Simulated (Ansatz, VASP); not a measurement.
# Two plane-wave programs on MnSb

File INCAR:

```
PREC     = Accurate       # precision mode
ENCUT    = 520            # plane-wave cutoff, eV
EDIFF    = 1E-7           # SCF threshold, eV
ISMEAR   = -1             # smearing method
SIGMA    = 0.05           # smearing width, eV
LREAL    = False          # projectors in reciprocal space
LASPH    = True           # aspherical terms in the spheres
NELM     = 100            # most SCF steps
ALGO     = Normal         # electronic algorithm
ISIF     = 2              # what is computed and relaxed
LWAVE    = False          # write WAVECAR
LCHARG   = True           # write CHGCAR
ISPIN    = 2              # spin polarisation
MAGMOM   = 0 4            # initial moments
LORBIT   = 11             # projections on sites
LMAXMIX  = 4              # l up to which the mixer works
GGA      = PE             # functional
LELF     = True           # ELF
LVHAR    = True         
NBANDS   = 20             # bands
```

KPOINTS

```
Automatic mesh
0
Gamma
  8 8 8
```

Contents of POSCAR:

```
MnSb
1.0
    0.0000000000      2.7950160000      2.7950160000
    2.7950160000      0.0000000000      2.7950160000
    2.7950160000      2.7950160000      0.0000000000
Sb Mn
1 1
Direct
    0.5000000000      0.5000000000      0.5000000000
    0.0000000000      0.0000000000      0.0000000000
```

File input.yaml:

```yaml
crystal:
  lattice:
    - [0.0, 2.795016, 2.795016]
    - [2.795016, 0.0, 2.795016]
    - [2.795016, 2.795016, 0.0]
  atoms:
    - { symbol: Sb, position: [0.5, 0.5, 0.5] }
    - { symbol: Mn, position: [0.0, 0.0, 0.0], spin: 4.0 }
hamiltonian:
  xc: pbe
  pseudopotentials: { kind: paw }
magnetization:
  spin_polarized: true
kpoints:
  mp_grid: { grid: [8, 8, 8] }
scf:
  occupations: { method: fermi_dirac, width: 0.05 }
output:
  forces: true
  stress: true
  eigenvalues: true
```

The cell comes from a database or a generator and needn't be the stable form of this composition.

Alike in both runs: task single point; functional PBE; k mesh 8 × 8 × 8; occupations fermi-dirac, width 0.05 eV; collinear spin, ferromagnetic start.

|  | VASP | Ansatz |
| --- | --- | --- |
| version | VASP 6.6.1 | Ansatz 0.2.0 |
| potentials or method | VASP PAW PBE potentials, release 64 (Sb, Mn_pv) | Ansatz PAW |
| plane-wave cutoff (eV) | 520 | 420 |
| valence electrons in the cell | 18 | 30 |

Ansatz gave:

```
gap on the k mesh at the Fermi level (eV)                     : none
pressure (GPa)                                                : -0.4
net moment per atom (μB)                                      : 1.92
size of the moment on the site where the two differ most (μB) : 3.81
```

Estimate VASP's values.

gap on the k mesh at the Fermi level (eV): none; pressure (GPa): -0.4; net moment per atom (μB): 1.92; size of the moment on the site where the two differ most (μB): 3.76.

Site moments also hang on the region over which each program counts them. A gap of «none» marks a metal or a gap that the smearing closes. The two sets of potentials don't hold the same shells in valence.

Caveats: a cell with one magnetic atom can't hold antiferromagnetic order, which such compounds often take. Spin-orbit coupling is left out, which matters for the levels of Sb.
